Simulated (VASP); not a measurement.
A run of VASP 6.6.1 is set up as follows.

INCAR

```
SYSTEM = AlN
PREC = Accurate
ENCUT = 600
EDIFF = 1E-6
ISMEAR = 0
SIGMA = 0.02
LREAL = .FALSE.
LASPH = .TRUE.
NELM = 100
ALGO = Fast
ISIF = 3
LWAVE = .FALSE.
LCHARG = .FALSE.
IBRION = 2
NSW = 100
EDIFFG = -0.002
```

The input KPOINTS:

```
regular mesh
0
G
  10 10 10
  0 0 0
```

The input POSCAR:

```
AlN
1.0
    0.0000000000      2.0052122986      2.0052122986
    2.0052122986      0.0000000000      2.0052122986
    2.0052122986      2.0052122986      0.0000000000
Al N
1 1
Direct
    0.5000000000      0.5000000000      0.5000000000
    0.0000000000      0.0000000000      0.0000000000
```

Potentials or basis: VASP PAW LDA potentials, release 64 (Al, N).

Command:

```console
$ cat potpaw_LDA.64/Al/POTCAR potpaw_LDA.64/N/POTCAR > POTCAR
$ mpirun -np 1 vasp_std > vasp.out
```

**Question.** Predict the relaxed cell.

**Answer.** a = 2.838 Å, b = 2.838 Å, c = 2.838 Å, α = 60.00°, β = 60.00°, γ = 60.00°.

**Question.** What does it give for the relaxed volume?

**Answer.** 8.08 Å³/atom.

**Question.** What does it give for the space group after relaxing (to 0.05 Å)?

**Answer.** Fm-3m (No. 225).

Final structure:
```yaml
crystal:
  lattice:
    - [0.00000, 2.00673, 2.00673]
    - [2.00673, 0.00000, 2.00673]
    - [2.00673, 2.00673, 0.00000]
  atoms:
    - { symbol: Al, position: [0.50000, 0.50000, 0.50000] }
    - { symbol: N, position: [0.00000, 0.00000, 0.00000] }
```
